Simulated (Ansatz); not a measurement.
## Mo in Au(111), 2x2: scattering by a point defect

Wanted: the reflection from a plane of defects, Mo in Au(111), 2x2, and the resistivity it implies.

Program: Ansatz 0.2.0. Level of theory: Ansatz plane-wave DFT, PBE, PAW files; ballistic transport by layer matching (Landauer), zero bias; PAW set soft_1. Results are calculated unless marked as measured.

### Step 1. The structure

The cell holds 44 atoms: 43 Au and 1 Mo. Cell: a = 5.768 Å, b = 5.768 Å, c = 25.954 Å, α = 86.8°, β = 93.2°, γ = 120.0°. It derives from Au. Regions: lead, 24 atoms (24 Au); scattering region, 20 atoms (19 Au and 1 Mo). The structure is stacked along c, and the current runs across the ab planes.

### Step 2. Transmission at ideal sites

The defect sits in one plane of the supercell, all atoms on ideal sites; the layers about the cell's end are the lead. The mesh across the current, 12×12, is finer than the density's, because channels open and close sharply across the zone. Energies from -0.1 to 0.1 eV in steps of 0.05 eV are too few for the program's thermal sum, so it prints no conductance; for a metal the transmission near the Fermi level serves, at a fraction of the cost.

Contents of input.yaml:

```yaml
crystal:
  lattice:
    - [5.7675164607, 0.0, 0.0]
    - [-2.8837582304, 4.9948157718, 0.0]
    - [-1.4418791152, 0.8324692953, 25.9003660885]
  atoms:
    - { symbol: Au, position: [0.0075757576, 0.9924242424, 0.0454545455] }
    - { symbol: Au, position: [0.0075757576, 0.4924242424, 0.0454545455] }
    - { symbol: Au, position: [0.5075757576, 0.9924242424, 0.0454545455] }
    - { symbol: Au, position: [0.5075757576, 0.4924242424, 0.0454545455] }
    - { symbol: Au, position: [0.1893939394, 0.3106060606, 0.1363636364] }
    - { symbol: Au, position: [0.1893939394, 0.8106060606, 0.1363636364] }
    - { symbol: Au, position: [0.6893939394, 0.3106060606, 0.1363636364] }
    - { symbol: Au, position: [0.6893939394, 0.8106060606, 0.1363636364] }
    - { symbol: Au, position: [0.3712121212, 0.1287878788, 0.2272727273] }
    - { symbol: Au, position: [0.3712121212, 0.6287878788, 0.2272727273] }
    - { symbol: Au, position: [0.8712121212, 0.1287878788, 0.2272727273] }
    - { symbol: Au, position: [0.8712121212, 0.6287878788, 0.2272727273] }
    - { symbol: Au, position: [0.053030303, 0.946969697, 0.3181818182] }
    - { symbol: Au, position: [0.053030303, 0.446969697, 0.3181818182] }
    - { symbol: Au, position: [0.553030303, 0.946969697, 0.3181818182] }
    - { symbol: Au, position: [0.553030303, 0.446969697, 0.3181818182] }
    - { symbol: Au, position: [0.2348484848, 0.2651515152, 0.4090909091] }
    - { symbol: Au, position: [0.2348484848, 0.7651515152, 0.4090909091] }
    - { symbol: Au, position: [0.7348484848, 0.2651515152, 0.4090909091] }
    - { symbol: Au, position: [0.7348484848, 0.7651515152, 0.4090909091] }
    - { symbol: Mo, position: [0.4166666667, 0.0833333333, 0.5] }
    - { symbol: Au, position: [0.4166666667, 0.5833333333, 0.5] }
    - { symbol: Au, position: [0.9166666667, 0.0833333333, 0.5] }
    - { symbol: Au, position: [0.9166666667, 0.5833333333, 0.5] }
    - { symbol: Au, position: [0.0984848485, 0.9015151515, 0.5909090909] }
    - { symbol: Au, position: [0.0984848485, 0.4015151515, 0.5909090909] }
    - { symbol: Au, position: [0.5984848485, 0.9015151515, 0.5909090909] }
    - { symbol: Au, position: [0.5984848485, 0.4015151515, 0.5909090909] }
    - { symbol: Au, position: [0.2803030303, 0.2196969697, 0.6818181818] }
    - { symbol: Au, position: [0.2803030303, 0.7196969697, 0.6818181818] }
    - { symbol: Au, position: [0.7803030303, 0.2196969697, 0.6818181818] }
    - { symbol: Au, position: [0.7803030303, 0.7196969697, 0.6818181818] }
    - { symbol: Au, position: [0.4621212121, 0.0378787879, 0.7727272727] }
    - { symbol: Au, position: [0.4621212121, 0.5378787879, 0.7727272727] }
    - { symbol: Au, position: [0.9621212121, 0.0378787879, 0.7727272727] }
    - { symbol: Au, position: [0.9621212121, 0.5378787879, 0.7727272727] }
    - { symbol: Au, position: [0.1439393939, 0.8560606061, 0.8636363636] }
    - { symbol: Au, position: [0.1439393939, 0.3560606061, 0.8636363636] }
    - { symbol: Au, position: [0.6439393939, 0.8560606061, 0.8636363636] }
    - { symbol: Au, position: [0.6439393939, 0.3560606061, 0.8636363636] }
    - { symbol: Au, position: [0.3257575758, 0.1742424242, 0.9545454545] }
    - { symbol: Au, position: [0.3257575758, 0.6742424242, 0.9545454545] }
    - { symbol: Au, position: [0.8257575758, 0.1742424242, 0.9545454545] }
    - { symbol: Au, position: [0.8257575758, 0.6742424242, 0.9545454545] }
kpoints:
  mp_grid: { grid: [5, 5, 1] }
hamiltonian:
  xc: pbe
  pseudopotentials: { kind: paw, azcp: { folder: soft_1 } }
scf:
  occupations: { method: fermi_dirac, width: 0.1 }
output:
  transmission: { leads: [[0, 4]], kmesh: [12, 12], e_range: [-0.1, 0.1], de: 0.05 }
  write_potential: true
  write_density: true
  volumetric_format: npy
  elf: true
```

Started as:

```bash
$ ansatz run input.yaml --threads 4 --pin off --max-ram 15360MiB --backend cpu --events-out ev --progress --plain --runs-dir out
```

Numbers of over 12 decimals in the logs are rounded to 6 here.

Log:

```text
Engine: ansatz 0.2.0, aarch64-unknown-linux-gnu
Pseudopotentials: kind: paw
Pseudopotential: Au, paw, valence charge 19, recommended cutoff 420 eV (normal), soft_1/Au.paw.azcp
Pseudopotential: Mo, paw, valence charge 14, recommended cutoff 420 eV (normal), soft_1/Mo.paw.azcp
Functional definition: PBE
  parameter kappa = 0.804
  parameter beta = 0.066725
  exchange = pbe_x(kappa = kappa, mu = beta*pi^2/3)
  correlation = pbe_c(beta = beta)
Crystal: 44 atoms, lattice volume = 746.130 Å³
Basis set: ecut = 420 eV, 14649 PW (Γ)
Bands: 499, of which v1, the nominal top of the filled ones, is band 416 counted from 1 (415 counted from 0)
Symmetry: 4 space group operations
Space group: C2/m (ITA 12), of the structure as read, at distance tolerance 9.1e-5 Å
k-points: 9 of 25
Non-local potential: Au, projectors of the file, l = 0: 3, l = 1: 2, l = 2: 2, l = 3: 1
Non-local potential: Mo, projectors of the file, l = 0: 3, l = 1: 2, l = 2: 2, l = 3: 1
PAW form: soft (Blöchl's): semilocal exchange-correlation on the pseudo side does not see the compensation charge
PAW one-centre angular grid: Au, 590 points (default); XC on 64 Gauss nodes
PAW one-centre angular grid: Mo, 590 points (default); XC on 64 Gauss nodes
Initial density: superposition of atomic densities (chi_scale 0.1, normalization cell, long waves 44 % of neutral atoms (reshape's long-wave potential 1.44 eV rms, cloud 2.90 Å wide))
Initial wavefunctions: pseudopotential atomic-orbital guess
Functional: x = pbe(κ = 0.804, μ = 0.219515), c = pbe(β = 0.066725)
SCF iter   1: F=—  HF=-570483.333988 eV  |F-HF|=—  |Δ(HF+E_count)|=         —  Δρ=9.90e-2  dr2=8.40e2  ethr=3.10e-3  ⟨swp⟩=4.0  Hψ=13377  notcnv=0  defer=142
preconditioner: auto → Kerker (q_TF=auto, 2.778 Å⁻¹)  [metal: Δε(μ)=0.020 eV  Ē_g=9.907 eV  σ=0.100 eV  W_gap=0.05  n_scr=292 (ndim 8)  ℏωp=29.8 eV  f_vac=0.000  D(μ)=14.44/eV (n_scr^D=82)]
SCF iter   2: F=—  HF=-570464.737886 eV  |F-HF|=—  |Δ(HF+E_count)|=    1.86e1  Δρ=4.90e-2  dr2=4.02e2  ethr=3.10e-3  ⟨swp⟩=2.0  Hψ=7579  notcnv=0  defer=521
SCF iter   3: F=—  HF=-570457.926405 eV  |F-HF|=—  |Δ(HF+E_count)|=    6.81e0  Δρ=3.55e-2  dr2=4.01e1  ethr=3.10e-3  ⟨swp⟩=3.0  Hψ=9759  notcnv=0  defer=516
SCF iter   4: F=—  HF=-570456.224189 eV  |F-HF|=—  |Δ(HF+E_count)|=    1.70e0  Δρ=1.90e-2  dr2=1.07e2  ethr=3.10e-3  ⟨swp⟩=2.0  Hψ=5383  notcnv=0  defer=512  recentre
SCF iter   5: F=—  HF=-570455.496753 eV  |F-HF|=—  |Δ(HF+E_count)|=   7.27e-1  Δρ=1.13e-2  dr2=1.06e1  ethr=3.10e-3  ⟨swp⟩=1.8  Hψ=4373  notcnv=0  defer=512
SCF iter   6: F=—  HF=-570455.100103 eV  |F-HF|=—  |Δ(HF+E_count)|=   3.97e-1  Δρ=5.06e-3  dr2=3.91e0  ethr=1.28e-3  ⟨swp⟩=2.0  Hψ=5068  notcnv=0  defer=513
SCF iter   7: F=—  HF=-570455.062941 eV  |F-HF|=—  |Δ(HF+E_count)|=   3.72e-2  Δρ=1.96e-3  dr2=1.14e-1  ethr=4.71e-4  ⟨swp⟩=1.0  Hψ=4234  notcnv=0  defer=518
SCF iter   8: F=—  HF=-570455.056852 eV  |F-HF|=—  |Δ(HF+E_count)|=   6.09e-3  Δρ=3.19e-4  dr2=6.52e-3  ethr=1.38e-5  ⟨swp⟩=2.0  Hψ=6424  notcnv=0  defer=518
SCF iter   9: F=—  HF=-570455.056623 eV  |F-HF|=—  |Δ(HF+E_count)|=   2.29e-4  Δρ=1.19e-4  dr2=4.88e-4  ethr=7.84e-7  ⟨swp⟩=2.0  Hψ=4030  notcnv=0  defer=518
SCF iter  10: F=—  HF=-570455.056543 eV  |F-HF|=—  |Δ(HF+E_count)|=   8.04e-5  Δρ=5.49e-5  dr2=1.55e-4  ethr=5.87e-8  ⟨swp⟩=2.3  Hψ=6290  notcnv=0  defer=518
SCF iter  11: F=—  HF=-570455.056527 eV  |F-HF|=—  |Δ(HF+E_count)|=   1.60e-5  Δρ=1.49e-5  dr2=1.26e-5  ethr=1.86e-8  ⟨swp⟩=1.1  Hψ=3968  notcnv=0  defer=518
SCF iter  12: F=—  HF=-570455.057434 eV  |F-HF|=—  |Δ(HF+E_count)|=   9.07e-4  Δρ=3.44e-6  dr2=4.98e-7  ethr=1.51e-9  ⟨swp⟩=1.0  Hψ=4374  notcnv=0  defer=518
SCF iter  13: F=-570455.057434 eV  HF=-570455.057434 eV  |F-HF|=4.21e-8  |Δ(HF+E_count)|=   3.40e-8  Δρ=1.40e-6  dr2=4.88e-8  ethr=1.20e-11  ⟨swp⟩=10.3  Hψ=17519  notcnv=0
SCF 1 converged in 13 iterations: F = -570455.057434 eV  dr2 = 4.88e-8
  greatest PAW one-centre occupation: 1.000 electrons in one spin orbital (limit 2), on the Au atom at site 22 (counted from 0), in its partial waves of l = 0
transmission: 167 of 1634 steps passed
transmission: 327 of 1634 steps passed
[...]
transmission: 1634 of 1634 steps passed
SCF converged after 13 iterations
Free energy (F): -570455.057434 eV
Harris-Foulkes:  -570455.057434 eV  (|F-HF|=4.21e-8)
Internal energy: -570454.351559 eV  (E = F + TS)
E sigma→0 (E₀):  -570454.704496 eV
Entropy (-TS):   -0.705875 eV (-16.043 meV/atom)
Fermi energy:    20.685328 eV
--- Per-component energies (eV) ---
  E_band       = -8951.583592
  E_kinetic    = 25287.979502
  E_local      = -74061.989714  (includes V_loc(G=0)·N_el)
  E_nonlocal   = 4361.445644
  E_hartree    = 32063.174114
  E_xc         = -9444.874479
  E_vxc        = -11478.322932  (∫ρ·V_xc dr)
  E_paw        = -421667.669928  (= ΣΔE_a)
  E_vpaw       = -17187.113138  (= ΣTr[D̂ρ^β])
  E_aug_tail   = 0.073375  (compensation charges beyond the density's cutoff)
  E_ewald      = -126992.490072
  E_smearing   = -0.705875  (= −TS)
  E_closure    = 0.000000  (closes the sum)
  Σ components = -570455.057434   (vs F -570455.057434, Δ=0.00e0)
--- Band table (eV; the first three rows and the last of 9) ---
  k-point 0: bands = [... 412 lower, 20.8713, 20.9573, 21.0121, 21.1346, 21.2938, 21.4500, 21.4728, 21.5604, ... 79 higher]
  k-point 1: bands = [... 412 lower, 20.5053, 20.5876, 20.6445, 20.6964, 20.7465, 20.7925, 20.8268, 20.9468, ... 79 higher]
  k-point 2: bands = [... 412 lower, 20.4485, 20.4981, 20.5166, 20.5810, 20.7076, 20.7403, 20.7920, 21.0711, ... 79 higher]
  k-point 8: bands = [... 412 lower, 20.4579, 20.4801, 20.4923, 20.5499, 20.6003, 20.8650, 20.8805, 20.8883, ... 79 higher]
--- Transmission ---
  basis      : 253 plane waves across, 38 finite elements along
  points     : 43, standing for a mesh of 12 x 12
  energies   : 5 from -0.100000 to 0.100000 eV about the Fermi level, 0.050000 eV apart; the leads are filled to 0.000000 eV, and channels, transmission and decay are at 0.000000 eV
  crystal 0  : Au4, at the sites [0, 4], period 2.3546 Å, over 23.55 Å; its Hamiltonian steps by up to 9.3 meV
    offset         : up to 0.0000 Å between an atom of the period and one for which it stands
    channels       : 3.187500e0 a spin
    conductance    : none, the energies end too early or step too widely for 300 K: set another output.transmission.e_range or a lower de, or, where they end at an eighth of basis.ecutwfc, a higher one
  junction   : crystal 0 to crystal 0, 0.70 to 24.24 Å
    transmission   : 1.332125e0 a spin
    conductance    : none, the energies end too early or step too widely for 300 K: set another output.transmission.e_range or a lower de, or, where they end at an eighth of basis.ecutwfc, a higher one
```

The job ended after 10 min (4 threads of Arm Neoverse V1, shared host; peak memory 6.4 GiB).

This run has no spin polarisation although its electron count is odd.

This step gave:

```yaml
free_energy: -570455.0574 eV
energy_at_zero_smearing: -570454.7045 eV
fermi_energy: 20.69 eV
cell_area: 28.81 Å²
transmission_per_spin_nearest_the_fermi_level: 1.332
open_channels_per_spin_nearest_the_fermi_level: 3.188
step_of_the_lead_s_potential: 9.3 meV
```

Per spin. Transmission, zone mean against energy, zero at the Fermi level:

```tsv
energy (eV)	transmission, zone mean
-0.1000	1.35
-0.0500	1.40
0.0000	1.33
0.0500	1.26
0.1000	1.23
```

Per spin. Open channels, zone mean, lead against energy, zero at the Fermi level:

```tsv
energy (eV)	open channels, zone mean, lead
-0.1000	3.19
-0.0500	3.19
0.0000	3.19
0.0500	3.19
0.1000	3.15
```

Transmission over k1 and k2. At 0.0000 eV from the Fermi level.

Ten even steps from '_' (0.24) to '@' (2.33):
```
::**========**--==----==
====%%--++--%%====--__--
====--%%++++%%--====----
====++++%%@@%%++++======
--==--++@@####@@++--==--
****%%%%%%##--##%%%%%%**
----==--++@@####@@++--==
========++++%%@@%%++++==
==----====--%%++++%%--==
==--__--====%%--++--%%==
::==----==--**========**
**::======--**--======::
```
Columns: k1 (b1) from -0.5 to 0.417; rows upwards: k2 (b2) from -0.5 to 0.417.

Open channels over k1 and k2. At 0.0000 eV from the Fermi level.

Ten even steps from '0' (3.00) to '9' (4.00):
```
090000900000
009000900000
000900900000
000090900000
000000000000
999990009999
000000000000
000000909000
000000900900
000000900090
000000900009
900000900000
```
Columns: k1 (b1) from -0.5 to 0.417; rows upwards: k2 (b2) from -0.5 to 0.417.

Electrostatic potential energy in the ca plane at fractional y = 0.083, with atoms of Mo and Au within 0.2 Å of it. With pseudopotentials it is smooth inside the atoms' cores, unlike the true potential.

Ten even steps from '0' (-28 eV) to '9' (23 eV), each cell a mean:
```
99985213799989999999998300027999999999999961
99962001599999999999998300028999999999889984
99961001599999999999999521269998899987568998
99984114799877999988899876789987689974236999
99998668998434799866799999999976579974236999
89999999997323699866799988899987789986568996
89999889997435799888899742368998899999889972
99997446899778999999998400027999999999999961
99973002699999999999997200017999999999999972
99961001599999999999998300038999999998778986
99972002699988999998999732479988789985347999
99986446898656899877899988899986679973236999
99999889997323699865799999999976689985347998
89999999997324799877899976689988899998779984
99998768998656899988999621158999999999999961
```
Columns run along c (16.0 Å, from fractional 0.15 to 0.76 of the cell; values clipped at the 3rd and 97th percentile), rows up along a (5.8 Å). Atoms in or near the plane, at fractional coordinates: Mo at (0.50, 0.42), Au at (0.50, 0.92).

Valence density in the ca plane at fractional y = 0.083, with atoms of Mo and Au within 0.2 Å of it. It is the smooth field of the valence electrons, not physical close to the nuclei.

Ten steps, logarithmic in the rise over the least value, from '0' (0 e/Å³) to '9' (13 e/Å³), each cell a mean:
```
11135776421222100011113699973111100000111247
11147998521111000011113699973111110012221136
11147998521111000111112578752112221124543223
11136776312343211233211244421134432236764211
21113443113565321344321122211234432236764211
21001221124676422344321122211134421124543124
21001222113565311233211256531122210012221137
21124665312343100112112578752111100001111247
11136887421111000011112688863111100001111147
11247998521111000011112578752112210013432124
11147887421222100122211356531123321135654212
11124664212454311234321122211234432236764211
21012222123676422344321112211234432135653212
21001111124676421344311234421123321123432135
21012443213454211122212478752111110001111147
```
Columns run along c (16.0 Å, from fractional 0.15 to 0.76 of the cell), rows up along a (5.8 Å). Atoms in or near the plane, at fractional coordinates: Mo at (0.50, 0.42), Au at (0.50, 0.92).

ELF in the ca plane at fractional y = 0.083, with atoms of Mo and Au within 0.2 Å of it. It is the smooth field of the valence electrons, not physical close to the nuclei.

Values, 8 rows by 16 columns, each cell a mean:
```
0.20 0.39 0.52 0.24 0.22 0.15 0.17 0.20 0.41 0.65 0.28 0.20 0.15 0.18 0.21 0.35
0.20 0.42 0.54 0.24 0.25 0.18 0.21 0.22 0.33 0.44 0.24 0.27 0.21 0.32 0.35 0.23
0.20 0.25 0.29 0.25 0.44 0.27 0.30 0.30 0.24 0.26 0.24 0.35 0.24 0.37 0.39 0.22
0.21 0.21 0.27 0.24 0.41 0.24 0.26 0.28 0.28 0.49 0.24 0.25 0.18 0.22 0.23 0.34
0.20 0.39 0.52 0.24 0.22 0.14 0.17 0.23 0.48 0.61 0.29 0.22 0.14 0.18 0.21 0.35
0.20 0.42 0.54 0.24 0.24 0.17 0.21 0.26 0.31 0.50 0.24 0.28 0.21 0.32 0.35 0.23
0.20 0.25 0.29 0.25 0.44 0.27 0.30 0.31 0.23 0.26 0.24 0.35 0.24 0.36 0.39 0.22
0.21 0.21 0.26 0.24 0.41 0.25 0.26 0.25 0.30 0.43 0.24 0.24 0.18 0.22 0.24 0.34
```
Columns run along c (16.0 Å, from fractional 0.15 to 0.76 of the cell), rows up along a (5.8 Å). Atoms in or near the plane, at fractional coordinates: Mo at (0.50, 0.42), Au at (0.50, 0.92).

Over the solved energies the transmission per spin lies between 1.23 and 1.40, out of 3.18 channels of the lead on average (up to 3.19).

### Step 3. Resistance at ideal sites

This step: Ansatz plane-wave DFT, PBE, PAW files; ballistic transport by layer matching (Landauer), zero bias; area resistance of the defect plane and resistivity an atomic per cent; PAW set soft_1 (Ansatz 0.2.0).

Numbers from this step:

| Quantity | Value |
| --- | --- |
| area resistance | 1.632 fΩ m² |
| T over the leads' mean channel count | 0.4168 |
| resistivity per at.% scaled from this dense plane, with the factor 3/4 for isotropic scattering | 20.80 µΩ cm |

Averaged over the energies near the Fermi level, 41.7 % of the channels pass, which makes 1.63 fΩ m².

By hand, with T and the leads' channels N averaged over the energies near the Fermi level: RA = A (h/2e²)(1/T − 1/N) = 28.81×10⁻²⁰ m² × 12 906 Ω × (1/1.328 − 1/3.188) = 1.63 fΩ m². Per atomic per cent: RA × A / V_atom × 0.01 × 3/4 = 20.8 µΩ cm, with the host's V_atom = 16.96 Å³.

### Step 4. Outcome

| Property | Result |
| --- | --- |
| share of channels that pass, rigid | 0.417 |
| area resistance, rigid | 1.63 fΩ m² |
| resistivity per at.% from the area resistance, times 3/4, rigid | 20.8 µΩ cm |

What this shows: The plane of defects adds 1.6 fΩ m². Scaled to one atomic per cent that is 28 µΩ cm as it stands and 21 with the factor 3/4 for isotropic scattering on a spherical Fermi surface; with the reflection in place of the resistance taken as linear in the density it would be 8.7. These are rough estimates of the dilute value, not bounds. One Mo in each 2x2 cell reflects 58 % of the lead's channels. The defects form a dense periodic sheet that scatters coherently, unlike a dilute random alloy. T and N are means over the solved energies nearest the Fermi level. Spin-orbit coupling is left out, which matters for Au.

[Logs are printed without paths, hosts, clocks, repeated set-up lines and the standing remarks that a program may print on its own settings, such as how far it seeks lower states.]

[Hosts, paths, dates, database ids (printed as entryN), source tags and the programs' standing remarks are cut or masked in the printed files.]
